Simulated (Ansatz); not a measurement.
# W2C: the cost of one run

Program: Ansatz 0.2.0. Level of theory: DFT PBE, scalar-relativistic, plane waves, PAW. These are calculated values, not measurements.

1 further run of the same task is left out (set aside as unsound or not needed).

## 1. The system as given

It takes space group Pbcn (No. 60, orthorhombic). Conventional cell: a = 4.747 Å, b = 6.096 Å, c = 5.227 Å, α = 90.00°, β = 90.00°, γ = 90.00°. Around W (site symmetry 1) lie 3 C at 2.11 to 2.13 Å. C (site symmetry 2) has 6 W at 2.11 to 2.13 Å as nearest neighbours.

Coordinates:

```cif
data_structure
_symmetry_space_group_name_H-M 'P 1'
_symmetry_Int_Tables_number 1
_cell_length_a 4.7466
_cell_length_b 6.0957
_cell_length_c 5.2275
_cell_angle_alpha 90.000
_cell_angle_beta 90.000
_cell_angle_gamma 90.000
_cell_volume 151.25
loop_
_atom_site_label
_atom_site_type_symbol
_atom_site_fract_x
_atom_site_fract_y
_atom_site_fract_z
_atom_site_occupancy
W1 W 0.24453 0.12336 0.08104 1
W2 W 0.74453 0.37664 0.91896 1
W3 W 0.25547 0.37664 0.58104 1
W4 W 0.75547 0.12336 0.41896 1
W5 W 0.24453 0.87664 0.58104 1
W6 W 0.74453 0.62336 0.41896 1
W7 W 0.25547 0.62336 0.08104 1
W8 W 0.75547 0.87664 0.91896 1
C1 C 0.50000 0.12175 0.75000 1
C2 C 0.00000 0.37825 0.25000 1
C3 C 0.50000 0.87825 0.25000 1
C4 C 0.00000 0.62175 0.75000 1
```

It goes back to an entry of the Materials Project, which need not be the stable form.

It is the result of an earlier relaxation at this level (volume 12.60 Å³/atom; gap on the mesh: none (metal)).

Bulk energy on matching settings, from an earlier run: -7006.8942 eV/atom.

## 2. Cutting the (010) slab

Miller indices refer to the conventional cell of the relaxed bulk, Pbcn (No. 60): a = 4.747 Å, b = 6.096 Å, c = 5.227 Å, α = 90.00°, β = 90.00°, γ = 90.00°.

Cut from the relaxed bulk: a (010) slab, 6.1 Å thick as cut, with 15 Å of vacuum; its outer planes are W2C (top) and W2C (bottom).

The slab as cut. Its planes from the bottom up:

| plane | atoms per cell | height over the lowest (Å) |
| --- | --- | --- |
| 1 | W2C | 0.00 |
| 2 | W2C | 1.55 |
| 3 | W2C | 3.05 |
| 4 | W2C | 4.60 |
| 5 | W2C | 6.10 |

## 3. The slab as cut, atoms at the bulk's places

The cell repeats along c, and a dipole correction in the vacuum removes the field between the copies.

File input.yaml:

```yaml
crystal:
  lattice:
    - [4.7465734074, 0.0, 0.0]
    - [0.0, 5.2274828754, 0.0]
    - [0.0, 0.0, 21.1055243223]
  atoms:
    - { symbol: C, position: [0.5, 0.75, 0.3553571987] }
    - { symbol: W, position: [0.7554717509, 0.081036378, 0.3558230872] }
    - { symbol: W, position: [0.2445282491, 0.418963622, 0.3558230872] }
    - { symbol: W, position: [0.2554717509, 0.918963622, 0.4289762704] }
    - { symbol: W, position: [0.7445282491, 0.581036378, 0.4289762704] }
    - { symbol: C, position: [0.0, 0.25, 0.4294421589] }
    - { symbol: C, position: [0.0, 0.75, 0.4997670557] }
    - { symbol: W, position: [0.2554717509, 0.418963622, 0.5002329443] }
    - { symbol: W, position: [0.7445282491, 0.081036378, 0.5002329443] }
    - { symbol: W, position: [0.7554717509, 0.581036378, 0.5733861275] }
    - { symbol: W, position: [0.2445282491, 0.918963622, 0.5733861275] }
    - { symbol: C, position: [0.5, 0.25, 0.573852016] }
    - { symbol: C, position: [0.5, 0.75, 0.6441769128] }
    - { symbol: W, position: [0.7554717509, 0.081036378, 0.6446428013] }
    - { symbol: W, position: [0.2445282491, 0.418963622, 0.6446428013] }
basis:
  ecutwfc: 420
kpoints:
  mp_grid: { grid: [7, 7, 1] }
hamiltonian:
  xc: pbe
scf:
  occupations: { method: gaussian, width: 0.1 }
output:
  forces: true
  stress: true
  eigenvalues: true
  write_density: true
  write_potential: true
  elf: true
  volumetric_format: npy
efield:
  axis: 3
  dipole_correction: true
```

Run with:

```
$ ansatz run input.yaml --threads 2 --pin off --max-ram 5120MiB --backend cpu --events-out ev --progress --plain --runs-dir out
```

What time and memory should one allow on 2 threads of Arm Neoverse V1, shared host?

About 1.8 min, with a peak of 1.3 GiB.
